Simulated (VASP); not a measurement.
# I (Im-3m) in VASP: further runs, part 3 of 3

VASP 6.6.1. The steps go on from the part before.

### 4 Relaxation of cell and atoms, r2SCAN+D4

INCAR

```
PREC = Accurate ; ENCUT = 600
EDIFF = 1E-7 ; ISMEAR = 0
SIGMA = 0.05 ; LREAL = F
LASPH = T ; NELM = 80
ALGO = Normal ; ISIF = 3
LWAVE = F ; LCHARG = F
METAGGA = R2SCAN ; LMIXTAU = T
IVDW = 13 ; VDW_S6 = 1.0
VDW_S8 = 0.6018749 ; VDW_A1 = 0.51559235
VDW_A2 = 5.77342911 ; IBRION = 2
NSW = 40 ; EDIFFG = -0.02
```

KPOINTS

```
regular mesh
0
Gamma
  9 9 9
```

POSCAR

```
I
1.0
   -2.0893754423      2.0893754423      2.0893754423
    2.0893754423     -2.0893754423      2.0893754423
    2.0893754423      2.0893754423     -2.0893754423
I
1
Direct
    0.0000000000      0.0000000000      0.0000000000
```

Started as:

```
cat potpaw_PBE.64/I/POTCAR > POTCAR
mpirun -np 1 vasp_std > vasp.out
```

Wall time 2.8 min (1 thread of Intel Xeon Platinum 8488C (Sapphire Rapids), shared host); peak memory 0.17 GiB.

The run converged. Its results:

```
Free energy                            : -24.1831 eV
Relaxed volume                         : 35.32 Å³/atom
Relaxed cell                           : a = 3.580 Å, b = 3.580 Å, c = 3.580 Å, α = 109.47°, β = 109.47°, γ = 109.47°
Space group after relaxing (to 0.05 Å) : Im-3m (No. 229)
Energy gained by relaxing              : 3.1 meV/atom
Ionic steps                            : 3
Pressure after relaxing                : 0.0 GPa
Band gap on the k mesh                 : none (metal or under the smearing width)
Dispersion energy per atom             : -0.140 eV
```

Step by step:
```tsv
step	energy change (eV)	largest force (eV/Å)	pressure (GPa)	volume (Å³)
1	0.0000	0.0000	-0.82	36.48
2	-0.0030	0.0000	-0.15	35.51
3	-0.0031	0.0000	0.00	35.32
```

Final structure:
```
CELL_PARAMETERS angstrom
-2.06686 2.06686 2.06686
2.06686 -2.06686 2.06686
2.06686 2.06686 -2.06686
ATOMIC_POSITIONS crystal
I 0.00000 0.00000 0.00000
```

Levels at points of the mesh, in eV from the Fermi level:
```tsv
k point	band 1	band 2	band 3	band 4	band 5	band 6	band 7
(0.00, 0.00, 0.00)	-13.94	0.88	0.88	0.88	8.04	10.35	10.35
```

Caveat: the PAW data sets were made with another functional, which shifts forces and pressure a little; an odd number of electrons without spin polarisation forces a metal; a magnetic or distorted state may lie lower; pairwise dispersion overbinds metals, which lowers pressure and volume.

### 5 Relaxation of the atoms, r2SCAN (cell strained at random at fixed volume)

INCAR

```
SYSTEM = I
PREC = Accurate
ENCUT = 520
EDIFF = 1E-6
ISMEAR = 0
SIGMA = 0.05
LREAL = .False.
LASPH = .True.
NELM = 60
ALGO = Normal
ISIF = 2
LWAVE = .False.
LCHARG = .False.
METAGGA = R2SCAN
LMIXTAU = .True.
IBRION = 2
NSW = 60
EDIFFG = -0.01
```

KPOINTS

```
regular mesh
0
Gamma
  7 7 7
  0 0 0
```

POSCAR

```
I
1.0
   -2.0872700000      2.1128250000      2.1188170000
    2.0421680000     -2.0690490000      2.0299390000
    2.1261860000      2.1079650000     -2.0750410000
I
1
Direct
   -0.0029170000      0.0053540000      0.0020240000
```

Potentials or basis: VASP PAW PBE potentials, release 64 (I).

Started as:

```
cat potpaw_PBE.64/I/POTCAR > POTCAR
mpirun -np 1 vasp_std > vasp.out
```

OUTCAR:

```text
SYSTEM = I
   PREC = Accurate
   ENCUT = 520
   EDIFF = 1E-6
   ISMEAR = 0
   LREAL = .False.
   LASPH = .True.
   NELM = 60
   ISIF = 2
   METAGGA = R2SCAN
   IBRION = 2
   NSW = 60
   EDIFFG = -0.01

 ion  position               nearest neighbor table
   1  0.997  0.005  0.002-

  LATTYP: Found a triclinic cell.
 ALAT       =     3.6427981689
 B/A-ratio  =     1.6319561512
 C/A-ratio  =     1.9330816873
 COS(alpha) =     0.0005040183
 COS(beta)  =     0.5280964880
 COS(gamma) =     0.8150514855

[... 428 lines left out ...]

 [... further k-points ...]

------------------------ aborting loop because EDIFF is reached ----------------------------------------

  FORCE on cell =-STRESS in cart. coord.  units (eV):
  Direction    XX          YY          ZZ          XY          YZ          ZX
  --------------------------------------------------------------------------------------
  -------------------------------------------------------------------------------------
  Total       -0.0586343     -0.1339080     -0.0276421      0.0761346      0.1111646     -0.1328679
  in kB       -2.5748581     -5.8804109     -1.2138695      3.3433629      4.8816635     -5.8347375
  external PRESSURE =      -3.2230462 kB  Pullay stress =       0.0000000 kB

 VOLUME and BASIS-vectors are now :
 -----------------------------------------------------------------------------
  energy-cutoff  :      520.00
  volume of cell :       36.48
      direct lattice vectors                 reciprocal lattice vectors
    -2.087270000  2.112825000  2.118817000     0.000392526  0.234444555  0.238566611
     2.042168000 -2.069049000  2.029939000     0.242584443 -0.004764430  0.243723567
     2.126186000  2.107965000 -2.075041000     0.237712562  0.234729630  0.000107451

 POSITION                                       TOTAL-FORCE (eV/Angst)
 -----------------------------------------------------------------------------------
     -2.06594      2.09985      2.11930         0.000000      0.000000      0.000000
 -----------------------------------------------------------------------------------
    total drift:                               -0.000000     -0.000000      0.000001

  FREE ENERGIE OF THE ION-ELECTRON SYSTEM (eV)
  ---------------------------------------------------
  free  energy   TOTEN  =       -24.0630901537 eV

  energy  without entropy=      -24.0613328911  energy(sigma->0) =      -24.06221152

 reached required accuracy - stopping structural energy minimisation
```

OSZICAR:

```text
N       E                     dE             d eps       ncg     rms          rms(c)
DAV:   1    -0.208684795034E+01   -0.20868E+01   -0.25721E+03  2408   0.722E+02
DAV:   2    -0.247889554479E+02   -0.22702E+02   -0.22302E+02  3332   0.980E+01
DAV:   3    -0.254285654499E+02   -0.63961E+00   -0.63186E+00  2919   0.200E+01
DAV:   4    -0.254320081249E+02   -0.34427E-02   -0.34425E-02  3906   0.188E+00
DAV:   5    -0.254320162883E+02   -0.81633E-05   -0.81639E-05  3290   0.646E-02    0.285E+00
DAV:   6    -0.239623850114E+02    0.14696E+01   -0.36249E-01  2527   0.509E+00    0.184E+00
DAV:   7    -0.240614423670E+02   -0.99057E-01   -0.12634E-01  2443   0.379E+00    0.643E-01
DAV:   8    -0.240562235480E+02    0.52188E-02   -0.10807E-01  2632   0.326E+00    0.558E-02
DAV:   9    -0.240620414126E+02   -0.58179E-02   -0.60092E-03  2933   0.889E-01    0.508E-02
DAV:  10    -0.240624361054E+02   -0.39469E-03   -0.12565E-03  3122   0.434E-01    0.183E-02
DAV:  11    -0.240629581289E+02   -0.52202E-03   -0.26286E-04  2961   0.167E-01    0.387E-02
DAV:  12    -0.240630715365E+02   -0.11341E-03   -0.45554E-05  2758   0.917E-02    0.201E-02
DAV:  13    -0.240630790032E+02   -0.74667E-05   -0.16110E-05  3101   0.447E-02    0.439E-03
DAV:  14    -0.240630891063E+02   -0.10103E-04   -0.54663E-06  2688   0.307E-02    0.247E-03
DAV:  15    -0.240630902401E+02   -0.11338E-05   -0.70607E-07  2947   0.140E-02    0.184E-03
DAV:  16    -0.240630901537E+02    0.86431E-07   -0.99490E-09  1610   0.155E-03
   1 F= -.24063090E+02 E0= -.24062212E+02  d E =-.240631E+02
```

Run time: 3.1 min. Hardware: 1 thread of Intel Xeon Platinum 8488C (Sapphire Rapids), shared host; peak memory 0.19 GiB.

What came out:

| Item | Value |
| --- | --- |
| Free energy | -24.0631 eV |
| Pressure after relaxing | -0.3 GPa |
| Band gap on the k mesh | none (metal or under the smearing width) |

Stress tensor (GPa, compression positive):
```
-0.26  0.33 -0.58
 0.33 -0.59  0.49
-0.58  0.49 -0.12
```

Final structure:
```yaml
crystal:
  lattice:
    - [-2.08727, 2.11282, 2.11882]
    - [2.04217, -2.06905, 2.02994]
    - [2.12619, 2.10797, -2.07504]
  atoms:
    - { symbol: I, position: [0.99708, 0.00535, 0.00202] }
```

Caveat: the relaxation stopped at its first step, so nothing moved; the PAW data sets were made with another functional, which shifts forces and pressure a little; an odd number of electrons without spin polarisation forces a metal; a magnetic or distorted state may lie lower. The run has no spin-orbit coupling, so splittings on I are missing.

### 6 Single point, r2SCAN

INCAR

```
PREC     = Accurate       # precision mode
ENCUT    = 520            # plane-wave cutoff, eV
EDIFF    = 1E-6           # SCF threshold, eV
ISMEAR   = -1             # smearing method
SIGMA    = 0.05           # smearing width, eV
LREAL    = F              # projectors in reciprocal space
LASPH    = T              # aspherical terms in the spheres
NELM     = 60             # most SCF steps
ALGO     = Normal         # electronic algorithm
ISIF     = 2              # what is computed and relaxed
LWAVE    = F              # write WAVECAR
LCHARG   = F              # write CHGCAR
METAGGA  = R2SCAN         # meta-GGA
LMIXTAU  = T
```

KPOINTS

```
regular mesh
0
Gamma
  9 9 9
```

POSCAR

```
I
1.0
   -2.0893754423      2.0893754423      2.0893754423
    2.0893754423     -2.0893754423      2.0893754423
    2.0893754423      2.0893754423     -2.0893754423
I
1
Direct
    0.0000000000      0.0000000000      0.0000000000
```

Potentials or basis: VASP PAW PBE potentials, release 64 (I).

Started as:

```
cat potpaw_PBE.64/I/POTCAR > POTCAR
mpirun -np 1 vasp_std > vasp.out
```

Wall time 32 s (1 thread of Intel Xeon Platinum 8488C (Sapphire Rapids), shared host); peak memory 0.16 GiB.

The run converged. Its results:

| Item | Value |
| --- | --- |
| Free energy | -24.0518 eV |
| Pressure | -0.2 GPa |
| Band gap on the k mesh | none (metal or under the smearing width) |

Levels at points of the mesh, in eV from the Fermi level:
| k point | band 1 | band 2 | band 3 | band 4 | band 5 | band 6 | band 7 |
| --- | --- | --- | --- | --- | --- | --- | --- |
| (0.00, 0.00, 0.00) | -13.74 | 0.82 | 0.82 | 0.82 | 7.84 | 10.36 | 10.36 |

Caveat: the PAW data sets were made with another functional, which shifts forces and pressure a little; an odd number of electrons without spin polarisation forces a metal; a magnetic or distorted state may lie lower. Spin-orbit coupling is left out, which matters for the levels of I.

### 7 Overview

```tsv
task	level	cell	k mesh	cutoff (eV)	smearing	gap on the mesh (eV)	pressure (GPa)	relaxed volume (Å³/atom)
relaxation of cell and atoms	r2SCAN	relaxed	9 × 9 × 9	600	gaussian 0.05 eV	none	0.0	36.12
relaxation of cell and atoms	SCAN	relaxed	9 × 9 × 9	600	gaussian 0.05 eV	none	0.0	35.82
relaxation of cell and atoms	r2SCAN+D4	relaxed	9 × 9 × 9	600	gaussian 0.05 eV	none	0.0	35.32
relaxation of the atoms	r2SCAN	atoms relaxed from: cell strained at random at fixed volume	7 × 7 × 7	520	gaussian 0.05 eV	none	-0.3	-
single point	r2SCAN	as given	9 × 9 × 9	520	fermi-dirac 0.05 eV	none	-0.2	-
```

Alike in all rows: potentials or basis VASP PAW PBE potentials, release 64 (I); no spin polarisation.

Caveats: the PAW data sets were made with another functional, which shifts forces and pressure a little; an odd number of electrons without spin polarisation forces a metal; a magnetic or distorted state may lie lower; pairwise dispersion overbinds metals, which lowers pressure and volume (some runs); the relaxation stopped at its first step, so nothing moved (some runs).

Total energies depend on the potentials used, so only differences within one code and one set of settings carry meaning.
